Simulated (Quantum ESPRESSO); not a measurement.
## LiCl and the effect of the dispersion correction

The cell as given:

```yaml
crystal:
  lattice:
    - [0.00000, 2.56477, 2.56477]
    - [2.56477, 0.00000, 2.56477]
    - [2.56477, 2.56477, 0.00000]
  atoms:
    - { symbol: Cl, position: [0.50000, 0.50000, 0.50000] }
    - { symbol: Li, position: [0.00000, 0.00000, 0.00000] }
```

Kept alike: task relaxation of cell and atoms; functional PBE; k mesh 9 × 9 × 9; occupations fermi-dirac, width 0.05 eV; no spin polarisation. Program: Quantum ESPRESSO, PseudoDojo 0.4.1 SR PBE standard, cutoff 1007 eV. The mesh is that of the run's cell of 2 atoms. No spin-orbit coupling.

```csv
dispersion correction,volume (Å³/atom)
D2,16.524
D3(zero),16.532
D3(BJ),16.037
D3M(BJ),15.125
D4,16.493
none,17.067
rVV10,16.238
```

The relaxations keep at least the cell's symmetry (Fm-3m). Relaxations stop with a little pressure left, so the last digits of a volume or edge aren't settled.

Task: What does the dispersion correction change here?

Result: The volume runs from 15.125 (D3M(BJ)) to 17.067 Å³/atom (none). Against no correction: D2 -3.2 %; D3(zero) -3.1 %; D3(BJ) -6.0 %; D3M(BJ) -11.4 %; D4 -3.4 %; rVV10 -4.9 %. Dispersion terms mostly attract and so lower the volume; the schemes' coefficients and damping set how far. Measured: 16.97 Å³/atom at 298.15 K (a printed reference work); nearest none, 0.10 Å³/atom off. The runs are for a static lattice.
